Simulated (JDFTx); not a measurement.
Si in JDFTx: convergence with smearing width

Crystal: Si.

```
CELL_PARAMETERS angstrom
2.62054 0.00000 0.00000
-1.31027 2.26946 0.00000
0.00000 0.00000 2.46635
ATOMIC_POSITIONS crystal
Si 0.00000 0.00000 0.00000
```

This isn't the form of Si at room conditions, which is diamond.

```yaml
Program: JDFTx 1.7.0 (patched build)
Task: convergence study
Functional: RPBE
Potentials_or_basis: SG15-PBE-1.2 with smoothed tails
Cutoff: 1088 eV
Density_cutoff: 4354 eV
k_mesh: 12 × 12 × 11
Occupations: fermi-dirac, width 0.3 eV
Spin: no spin polarisation
```

These are the settings of the first run; the series varies smearing width, with any setting tied to it.

Hardware: 1 thread of Arm Neoverse V1, with other jobs on the host.

| smearing width | energy less the tightest run, at zero smearing (meV/atom) | pressure (GPa) | SCF cycles | CPU time (s) | peak memory (GiB) |
| --- | --- | --- | --- | --- | --- |
| 0.3 eV | 0.23 | 4.14 | 17 | 31 | 0.06 |
| 0.2 eV | -0.53 | 3.90 | 15 | 27 | 0.06 |
| 0.15 eV | -0.47 | 3.80 | 14 | 25 | 0.06 |
| 0.1 eV | -0.29 | 3.72 | 14 | 25 | 0.06 |
| 0.05 eV | -0.12 | 3.67 | 13 | 23 | 0.06 |
| 0.025 eV | -0.08 | 3.66 | 15 | 26 | 0.06 |
| 0.01 eV | 0.00 | 3.65 | 12 | 23 | 0.06 |

Against the tightest run, the energy stays within 1 meV/atom from 0.3 eV on; the pressure stays within 0.1 GPa from 0.1 eV on. Narrower smearing needs a denser k mesh, so at a fixed mesh the narrowest width isn't the most accurate. The tightest run that finished is the yardstick and may itself not be fully converged.

Caveat, for the tightest run too: the potentials were made for another functional, which shifts forces and pressure.
